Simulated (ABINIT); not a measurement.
# PbSe (Clausthalite) (Fm-3m) in ABINIT: a series of runs

One crystal, PbSe (Clausthalite), is run at these levels: AM05, PBE, LDA; tasks: single point, relaxation of cell and atoms.

Everything below comes from runs of ABINIT 10.8.3 (patched build). Logs are shortened: lines on timing, memory, paths and dates and some standing lists are left out, and cuts for length are marked. The log counts tension as positive stress, the text compression.

**Measured values to compare with.**

A printed reference work, monograph reports, for a bulk crystal of PbSe: band gap 0.15 eV (direct) at 4.2 K; band gap 0.28 eV (direct) at 300 K.

How close the calculation comes is told below.

## 1. Starting point

The structure is cubic, space group Fm-3m (No. 225). Conventional cell: a = 6.121 Å, b = 6.121 Å, c = 6.121 Å, α = 90.00°, β = 90.00°, γ = 90.00°. Pb (site symmetry m-3m) is surrounded by 6 Se at 3.06 Å. Around Se (site symmetry m-3m) lie 6 Pb at 3.06 Å.

## 2. Single point, AM05

run.abi

```
# Pseudopotentials
pp_dirpath "./"
pseudos "Pb.upf, Se.upf"

# Structure
acell 8.1795146323 8.1795146323 8.1795146323
rprim
     0.0000000000     0.7071067812     0.7071067812
     0.7071067812     0.0000000000     0.7071067812
     0.7071067812     0.7071067812     0.0000000000
ntypat 2
znucl 82 34
natom 2
typat 1 2
xred
     0.0000000000     0.0000000000     0.0000000000
     0.5000000000     0.5000000000     0.5000000000

# Plane-wave basis
ecut 1170.089609 eV

# k points
kptopt 1
ngkpt 6 6 6
nshiftk 1
shiftk 0.0 0.0 0.0

# Exchange and correlation
ixc -120135

# Bands and occupations
nband 19
occopt 3
tsmear 0.05 eV

# SCF cycle
nstep 100
tolvrs 1.0e-10

# Output
iomode 3
prtwf 0
prtden 0
prteig 0
prtebands 0
enunit 1
```

Potentials or basis: PseudoDojo NC SR PBEsol v0.4.1 standard.

Command:

```
$ abinit run.abi > log 2>&1
```

run.abo:

```text
.Version 10.8.3 of ABINIT
 Symmetries : space group Fm -3 m (#225); Bravais cF (face-center cubic)
================================================================================
 Values of the parameters that define the memory need of the present run
     intxc =       0    ionmov =       0      iscf =       7    lmnmax =       6
     lnmax =       6     mgfft =      50  mpssoang =       3    mqgrid =    3001
     natom =       2  nloc_mem =       1    nspden =       1   nspinor =       1
    nsppol =       1      nsym =      48    n1xccc =    2501    ntypat =       2
    occopt =       3   xclevel =       2
       mpw =        5237          nfft =      125000          nkpt =          16
================================================================================
================================================================================

--------------------------------------------------------------------------------
------------- Echo of variables that govern the present computation ------------
--------------------------------------------------------------------------------
 -outvars: echo values of preprocessed input variables --------
            acell      8.1795146323E+00  8.1795146323E+00  8.1795146323E+00 Bohr
              amu      2.07200000E+02  7.89600000E+01
             ecut      4.30000000E+01 Hartree
           enunit           1
              ixc     -120135
         kptrlatt        6    0    0      0    6    0      0    0    6
          kptrlen      4.90770878E+01
            natom           2
            nband          19
            ngfft          50      50      50
             nkpt          16
            nstep         100
             nsym          48
           ntypat           2
           occopt           3
           prtden           0
        prtebands           0
           prteig           0
            prtwf           0
            rprim      0.0000000000E+00  7.0710678120E-01  7.0710678120E-01
                       7.0710678120E-01  0.0000000000E+00  7.0710678120E-01
                       7.0710678120E-01  7.0710678120E-01  0.0000000000E+00
          spgroup         225
           tolvrs      1.00000000E-10
           tsmear      1.83746611E-03 Hartree
            typat      1  2
           xangst      0.0000000000E+00  0.0000000000E+00  0.0000000000E+00
                       3.0606499980E+00  3.0606499980E+00  3.0606499980E+00
            xcart      0.0000000000E+00  0.0000000000E+00  0.0000000000E+00
                       5.7837902634E+00  5.7837902634E+00  5.7837902634E+00
             xred      0.0000000000E+00  0.0000000000E+00  0.0000000000E+00
                       5.0000000000E-01  5.0000000000E-01  5.0000000000E-01
            znucl       82.00000   34.00000

================================================================================

 chkinp: Checking input parameters for consistency.

================================================================================
== DATASET  1 ==================================================================

--- !DatasetInfo
iteration_state: {dtset: 1, }
dimensions: {natom: 2, nkpt: 16, mband: 19, nsppol: 1, nspinor: 1, nspden: 1, mpw: 5237, }
cutoff_energies: {ecut:  43.0, pawecutdg:  -1.0, }
electrons: {nelect:   3.00000000E+01, charge:   0.00000000E+00, occopt:   3.00000000E+00, tsmear:   1.83746611E-03, }
meta: {optdriver: 0, ionmov: 0, optcell: 0, iscf: 7, paral_kgb: 0, }
...

 Real(R)+Recip(G) space primitive vectors, cartesian coordinates (Bohr,Bohr^-1):
 R(1)=  0.0000000  5.7837903  5.7837903  G(1)= -0.0864485  0.0864485  0.0864485
 R(2)=  5.7837903  0.0000000  5.7837903  G(2)=  0.0864485 -0.0864485  0.0864485
 R(3)=  5.7837903  5.7837903  0.0000000  G(3)=  0.0864485  0.0864485 -0.0864485
 Unit cell volume ucvol=  3.8696136E+02 bohr^3
 Angles (23,13,12)=  6.00000000E+01  6.00000000E+01  6.00000000E+01 degrees

 getcut: wavevector=  0.0000  0.0000  0.0000  ngfft=  50  50  50
         ecut(hartree)=     43.000   => boxcut(ratio)=   2.07165

--- Pseudopotential description ------------------------------------------------
- pspini: atom type   1  psp file is ./Pb.upf
12 -116133 2 -1 1678                          pspcod,pspxc,lmax,lloc,mmax
     nproj     2     2     2

- pspini: atom type   2  psp file is ./Se.upf
12 -116133 2 -1 1198                          pspcod,pspxc,lmax,lloc,mmax
     nproj     2     2     2

   2.20516099E+03                                ecore*ucvol(ha*bohr**3)
--------------------------------------------------------------------------------

================================================================================

--- !BeginCycle
iteration_state: {dtset: 1, }
solver: {iscf: 7, nstep: 100, nline: 4, wfoptalg: 0, }
tolerances: {tolvrs: 1.00E-10, }
...

     iter   Etot(hartree)      deltaE(h)  residm     vres2
 ETOT  1  -190.38204779355    -1.904E+02 1.246E+00 1.158E+02
 ETOT  2  -191.23535414012    -8.533E-01 4.178E-02 4.458E+00
 ETOT  3  -191.23565025850    -2.961E-04 4.712E-03 5.443E-01
 ETOT  4  -191.23565986831    -9.610E-06 6.659E-04 1.051E-01
 ETOT  5  -191.23566357699    -3.709E-06 3.343E-04 3.001E-03
 ETOT  6  -191.23566379052    -2.135E-07 9.749E-05 4.099E-04
 ETOT  7  -191.23566381606    -2.553E-08 2.704E-04 6.808E-06
 ETOT  8  -191.23566381658    -5.201E-10 9.021E-05 7.774E-07
 ETOT  9  -191.23566381662    -4.661E-11 2.478E-04 4.392E-08
 ETOT 10  -191.23566381662    -6.821E-13 6.904E-05 6.464E-11

 At SCF step   10       vres2   =  6.46E-11 < tolvrs=  1.00E-10 =>converged.

 Cartesian components of stress tensor (hartree/bohr^3)
  sigma(1 1)=  1.29889481E-06  sigma(3 2)=  0.00000000E+00
  sigma(2 2)=  1.29889481E-06  sigma(3 1)=  0.00000000E+00
  sigma(3 3)=  1.29889481E-06  sigma(2 1)=  0.00000000E+00

--- !ResultsGS
iteration_state: {dtset: 1, }
comment   : Summary of ground state results
lattice_vectors:
- [  0.0000000,   5.7837903,   5.7837903, ]
- [  5.7837903,   0.0000000,   5.7837903, ]
- [  5.7837903,   5.7837903,   0.0000000, ]
lattice_lengths: [   8.17951,    8.17951,    8.17951, ]
lattice_angles: [ 60.000,  60.000,  60.000, ] # degrees, (23, 13, 12)
lattice_volume:   3.8696136E+02
convergence: {deltae: -6.821E-13, res2:  6.464E-11, residm:  6.904E-05, diffor: null, }
etotal    :  -1.91235664E+02
entropy   :   0.00000000E+00
fermie    :   1.60226970E-01
cartesian_stress_tensor: # hartree/bohr^3
- [  1.29889481E-06,   0.00000000E+00,   0.00000000E+00, ]
- [  0.00000000E+00,   1.29889481E-06,   0.00000000E+00, ]
- [  0.00000000E+00,   0.00000000E+00,   1.29889481E-06, ]
pressure_GPa:  -3.8215E-02
xred      :
- [  0.0000E+00,   0.0000E+00,   0.0000E+00, Pb]
- [  5.0000E-01,   5.0000E-01,   5.0000E-01, Se]
cartesian_forces: # hartree/bohr
- [ -0.00000000E+00,  -0.00000000E+00,  -0.00000000E+00, ]
- [ -0.00000000E+00,  -0.00000000E+00,  -0.00000000E+00, ]
force_length_stats: {min:   0.00000000E+00, max:   0.00000000E+00, mean:   0.00000000E+00, }
...

 Integrated electronic density in atomic spheres:
 ------------------------------------------------
 Atom  Sphere_radius  Integrated_density
    1        2.00000         10.05967253
    2        2.00000         13.21901640
================================================================================

 ----iterations are completed or convergence reached----

 Mean square residual over all n,k,spin=   23.816E-08; max=  69.041E-06
 reduced coordinates (array xred) for    2 atoms
       0.000000000000      0.000000000000      0.000000000000
       0.500000000000      0.500000000000      0.500000000000
 rms dE/dt=  0.0000E+00; max dE/dt=  0.0000E+00; dE/dt below (all hartree)
    1       0.000000000000      0.000000000000      0.000000000000
    2       0.000000000000      0.000000000000      0.000000000000

 cartesian coordinates (angstrom) at end:
    1      0.00000000000000     0.00000000000000     0.00000000000000
    2      3.06064999797024     3.06064999797024     3.06064999797024

 cartesian forces (hartree/bohr) at end:
    1     -0.00000000000000    -0.00000000000000    -0.00000000000000
    2     -0.00000000000000    -0.00000000000000    -0.00000000000000
 frms,max,avg= 0.0000000E+00 0.0000000E+00   0.000E+00  0.000E+00  0.000E+00 h/b

 cartesian forces (eV/Angstrom) at end:
    1     -0.00000000000000    -0.00000000000000    -0.00000000000000
    2     -0.00000000000000    -0.00000000000000    -0.00000000000000
 frms,max,avg= 0.0000000E+00 0.0000000E+00   0.000E+00  0.000E+00  0.000E+00 e/A
 length scales=  8.179514632300  8.179514632300  8.179514632300 bohr
              =  4.328412736724  4.328412736724  4.328412736724 angstroms
 Fermi (or HOMO) energy (eV) =   4.36000   Average Vxc (eV)= -10.10344
 Eigenvalues (   eV  ) for nkpt=  16  k points:
 kpt#   1, nband= 19, wtk=  0.00463, kpt=  0.0000  0.0000  0.0000 (reduced coord)
 -42.99910  -42.99910  -42.99697  -42.99697  -42.99697  -12.53666  -12.53666  -12.53666
 -12.53123  -12.53123   -9.37401   -2.11782    2.36874    2.36874    2.36874    8.92454
   8.92454    8.92454   10.75705
 prteigrs : prtvol=0 or 1, do not print more k-points.

--- !EnergyTerms
iteration_state     : {dtset: 1, }
comment             : Components of total free energy in Hartree
kinetic             :  1.12779045810690E+02
hartree             :  4.99482638944735E+01
xc                  : -4.35946653529757E+01
Ewald energy        : -1.10678200336195E+02
psp_core            :  5.69865937028528E+00
local_psp           : -1.38585933285797E+02
non_local_psp       : -6.68028018917899E+01
internal            : -1.91235631791310E+02
'-kT*entropy'       : -3.20253130020508E-05
total_energy        : -1.91235663816623E+02
total_energy_eV     : -5.20378751212070E+03
band_energy         : -2.08890225681331E+01
...

 Cartesian components of stress tensor (hartree/bohr^3)
  sigma(1 1)=  1.29889481E-06  sigma(3 2)=  0.00000000E+00
  sigma(2 2)=  1.29889481E-06  sigma(3 1)=  0.00000000E+00
  sigma(3 3)=  1.29889481E-06  sigma(2 1)=  0.00000000E+00

-Cartesian components of stress tensor (GPa)         [Pressure= -3.8215E-02 GPa]
- sigma(1 1)=  3.82148047E-02  sigma(3 2)=  0.00000000E+00
- sigma(2 2)=  3.82148047E-02  sigma(3 1)=  0.00000000E+00
- sigma(3 3)=  3.82148047E-02  sigma(2 1)=  0.00000000E+00

== END DATASET(S) ==============================================================
================================================================================

 -outvars: echo values of variables after computation  --------
            acell      8.1795146323E+00  8.1795146323E+00  8.1795146323E+00 Bohr
           etotal     -1.9123566382E+02
            fcart     -0.0000000000E+00 -0.0000000000E+00 -0.0000000000E+00
                      -0.0000000000E+00 -0.0000000000E+00 -0.0000000000E+00
            rprim      0.0000000000E+00  7.0710678120E-01  7.0710678120E-01
                       7.0710678120E-01  0.0000000000E+00  7.0710678120E-01
                       7.0710678120E-01  7.0710678120E-01  0.0000000000E+00
           strten      1.2988948118E-06  1.2988948118E-06  1.2988948118E-06
                       0.0000000000E+00  0.0000000000E+00  0.0000000000E+00
           xangst      0.0000000000E+00  0.0000000000E+00  0.0000000000E+00
                       3.0606499980E+00  3.0606499980E+00  3.0606499980E+00
             xred      0.0000000000E+00  0.0000000000E+00  0.0000000000E+00
                       5.0000000000E-01  5.0000000000E-01  5.0000000000E-01
 Calculation completed.
```

Wall time 45 s (1 thread of Arm Neoverse V2, shared host); peak memory 0.11 GiB.

What came out:

| Quantity | Value |
| --- | --- |
| Free energy | -5203.7875 eV |
| Pressure | 0.0 GPa |
| Band gap on the k mesh | 0.27 eV, direct |
| Valence electrons inside the program's atomic spheres | Pb 10.06; Se 13.22 |

Levels at points of the mesh, in eV from the valence-band top:
```csv
k point,band 12,band 13,band 14,band 15,band 16,band 17,band 18,band 19
"(0.00, 0.00, 0.00)",-6.34,-1.86,-1.86,-1.86,4.70,4.70,4.70,6.53
"(0.50, 0.00, 0.00)",-8.83,-1.45,-1.45,0.00,0.27,1.68,1.68,8.53
"(0.50, 0.50, 0.00)",-7.42,-4.98,-3.22,-3.22,3.70,5.60,5.60,6.04
```

Caveat: the potentials were made for another functional, which shifts forces and pressure; spin-orbit coupling is left out, which as a rule narrows the gap of such compounds by several tenths of an eV.

(Part 1 of 2 ends here.)
